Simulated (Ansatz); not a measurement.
Here is an Ansatz 0.2.0 calculation.

The input input.yaml:

```yaml
crystal:
  lattice:
    - [2.6042941027, 0.0, 0.0]
    - [-1.3021470513, 2.2553848518, 0.0]
    - [0.0, 0.0, 4.723336]
  atoms:
    - { symbol: V, position: [0.3333333333, 0.6666666667, 0.25] }
    - { symbol: V, position: [0.6666666667, 0.3333333333, 0.75] }
hamiltonian:
  xc: pbesol
  pseudopotentials: { kind: paw }
kpoints:
  mp_grid: { grid: [12, 12, 6] }
scf:
  occupations: { method: fermi_dirac, width: 0.05 }
output:
  forces: true
  stress: true
  eigenvalues: true
  write_density: true
  write_potential: true
  elf: true
  volumetric_format: npy
```

Potentials or basis: Ansatz PAW.

Command:

```sh
$ ansatz run input.yaml --threads 2 --pin off --max-ram 5632MiB --backend cpu --events-out ev --progress --plain --runs-dir out
```

**Question.** Predict the pressure.

**Answer.** -7.2 GPa.

**Question.** What does it give for the band gap on the k mesh?

**Answer.** None (metal or under the smearing width).

Stress tensor (GPa, compression positive):
```
-7.15  0.00  0.00
 0.00 -7.15  0.00
 0.00  0.00 -7.35
```

Caveat: the PAW data sets come from PBE, with cores solved anew for the run's functional, which leaves a small shift of forces and pressure.
